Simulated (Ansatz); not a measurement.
Input and command of a calculation in Ansatz (plane waves; scalar-relativistic PAW potentials unless the input names others):

```yaml
crystal:
  lattice:
    - [1.3217492814, 0.7631123034, 3.6760088545]
    - [-1.3217492814, 0.7631123034, 3.6760088545]
    - [0.0, -1.5262246068, 3.6760088545]
  atoms:
    - { symbol: Fe, position: [0.0, 0.0, 0.0], spin: 0.69 }
    - { symbol: Si, position: [0.5, 0.5, 0.5] }
basis:
  ecutwfc: 420
kpoints:
  mp_grid: { grid: [24, 24, 24] }
hamiltonian:
  xc: pbe
scf:
  occupations: { method: gaussian, width: 0.1 }
  max_iter: 1
output:
  forces: true
  eigenvalues: true
  stress: true
magnetization:
  spin_polarized: true
```

```bash
ansatz run input.yaml --threads 1 --pin off --max-ram 2560MiB --backend cpu --events-out ev --progress --plain --runs-dir out
```

Abridged log:
```
Basis set: ecut = 420 eV, 439 PW (Γ), FFT grids on a1−a3, a2−a3, a3, exchange–correlation on 36×36×54 points (8 copies of the dense FFT grid, shifted against one another)
Bands: 15, of which v1, the nominal top of the filled ones, is band 10 counted from 1 (9 counted from 0)
Symmetry: 12 space group operations
k-points: 1313 of 13824
SCF iter   1: F=—  HF=-5116.474140 eV  |F-HF|=—  |Δ(HF+E_count)|=         —  Δρ=6.76e-2 (↑6.76e-2 ↓5.97e-2) dr2=2.33e0  dr2_m=1.14e-2  M=0.576 μB ∫|m|=0.616 μB  β_m=0.30  ethr=3.10e-3  ⟨swp⟩=4.0  Hψ=401842  notcnv=0
Mixer restart at iter 1: flushing history
```

Task: What should be changed?

Result: The fault is too few SCF iterations (scf.max_iter: not typed → 1, the first being the value of the sound run). Setting it back cures it. The log, from which this was withheld above, says: «Error: did not converge after 1 iterations: dr2 = 2.33e0 (threshold 1.00e-7), under the density mixer `msr1`, which `scf.mixing.algorithm: auto` chose by the deck's other keys (type `scf.mixing.algorithm: msr1` to keep it); raise `scf.max_iter`, which need not help a stalled SCF, or adjust the mixing (`scf.mixing`) or, under a smearing, its width (`scf.occupations.width` …» The run stopped without converging. A reference run on usual settings, whose relaxation ended at this geometry, converged, and the end of its own relaxation has pressure 0.01 GPa, largest force 0.000 eV/Å, no gap on the mesh.

It took 20 s on 1 thread of Arm Neoverse V2, with other jobs on the host, peak memory 0.89 GiB.